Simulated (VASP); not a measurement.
Wanted: the native input for a VASP 6.6.1 run.

```
Task                   : single point
Functional             : PBE
Potentials or basis    : VASP PAW PBE potentials, release 64 (Al, O)
Cutoff                 : 520 eV
k mesh                 : 6 × 6 × 6
Occupations            : gaussian, width 0.02 eV
Spin                   : no spin polarisation
Dipole correction      : no
Further INCAR settings : ALGO = Normal; EDIFF = 1e-06; NBANDS = 35
```

The structure of Al2O3 (Corundum) lies in POSCAR:

```
Al2O3
1.0
    2.3329804650      1.3469468994      4.2280929507
   -2.3329804650      1.3469468994      4.2280929507
    0.0000000000     -2.6938937989      4.2280929507
Al O
4 6
Direct
    0.3520169930      0.3520169930      0.3520169930
    0.1479830070      0.1479830070      0.1479830070
    0.6479830070      0.6479830070      0.6479830070
    0.8520169930      0.8520169930      0.8520169930
    0.5569608540      0.9430391460      0.2500000000
    0.2500000000      0.5569608540      0.9430391460
    0.9430391460      0.2500000000      0.5569608540
    0.4430391460      0.0569608540      0.7500000000
    0.7500000000      0.4430391460      0.0569608540
    0.0569608540      0.7500000000      0.4430391460
```

The input as run:

INCAR

```
SYSTEM = Al2O3
ALGO = Normal
EDIFF = 1E-6
ENCUT = 520
GGA = PE
ISIF = 2
ISMEAR = 0
LASPH = .True.
LCHARG = .True.
LELF = .True.
LREAL = .False.
LVHAR = .True.
LWAVE = .False.
NBANDS = 35
NELM = 100
PREC = Accurate
SIGMA = 0.02
```

KPOINTS

```
k-points
0
Gamma
  6 6 6
  0 0 0
```

Potentials or basis: VASP PAW PBE potentials, release 64 (Al, O).

Command:

```console
$ cat potpaw_PBE.64/Al/POTCAR potpaw_PBE.64/O/POTCAR > POTCAR
$ mpirun -np 1 vasp_std > vasp.out
```

Results of the run:

```
Pressure               : 26.2 GPa
Largest force          : 0.007 eV/Å
Band gap on the k mesh : 7.01 eV, direct
```

Caveat: so large a pressure means that the cell lies far from this level's equilibrium, or that cutoff or potentials fall short.

Run time: 89 s on 1 thread of Intel(R) Xeon(R) Platinum 8488C (Sapphire Rapids) (shared host), peak memory 0.26 GiB.
